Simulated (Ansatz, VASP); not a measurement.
## Ta: VASP beside Ansatz

Contents of INCAR:

```
SYSTEM = Ta
PREC = Accurate ; ENCUT = 520
EDIFF = 1E-6 ; ISMEAR = 0
SIGMA = 0.15 ; LREAL = .FALSE.
LASPH = .TRUE. ; NELM = 100
ALGO = Fast ; ISIF = 2
LWAVE = .FALSE. ; LCHARG = .TRUE.
GGA = PE ; LELF = .TRUE.
LVHAR = .TRUE. ; NBANDS = 12
```

File KPOINTS:

```
Automatic mesh
0
G
  20 20 20
  0 0 0
```

File POSCAR:

```
Ta
1.0
   -1.5893570000      1.5893570000      1.6512800000
    1.5893570000     -1.5893570000      1.6512800000
    1.7132030000      1.7132030000     -1.6512800000
Ta
1
Direct
    0.0000000000      0.0000000000      0.0000000000
```

Input for Ansatz:

```yaml
crystal:
  lattice:
    - [-1.589357, 1.589357, 1.65128]
    - [1.589357, -1.589357, 1.65128]
    - [1.713203, 1.713203, -1.65128]
  atoms:
    - { symbol: Ta, position: [0.0, 0.0, 0.0] }
basis:
  ecutwfc: 420
kpoints:
  mp_grid: { grid: [20, 20, 20] }
hamiltonian:
  xc: pbe
scf:
  occupations: { method: gaussian, width: 0.15 }
output:
  forces: true
  stress: true
  eigenvalues: true
```

Change from the starting cell: strain +0.0750 x Voigt [0, 0, 0, 0, 0, 1], atoms carried along.

Alike in both runs: task single point; functional PBE; k mesh 20 × 20 × 20; occupations gaussian, width 0.15 eV; no spin polarisation.

```csv
,VASP,Ansatz
version,VASP 6.6.1,Ansatz 0.2.0
potentials or method,"VASP PAW PBE potentials, release 64 (Ta_pv)","scalar-relativistic, plane waves, PAW"
plane-wave cutoff (eV),520,420
valence electrons in the cell,11,13
```

VASP gave:

| Quantity | Value |
| --- | --- |
| gap on the k mesh at the Fermi level (eV) | none |
| pressure (GPa) | 3.9 |
| largest component of the traceless stress (GPa) | 5.39 |

**Question.** Estimate Ansatz's values.

**Answer.** gap on the k mesh at the Fermi level (eV): none; pressure (GPa): 3.8; largest component of the traceless stress (GPa): 5.37.

A gap of «none» marks a metal or a gap that the smearing closes. With one functional, cell and mesh, what is left measures potentials, basis and numerics. The two sets of potentials don't hold the same shells in valence.

The runs have no spin-orbit coupling, so splittings on Ta are missing.
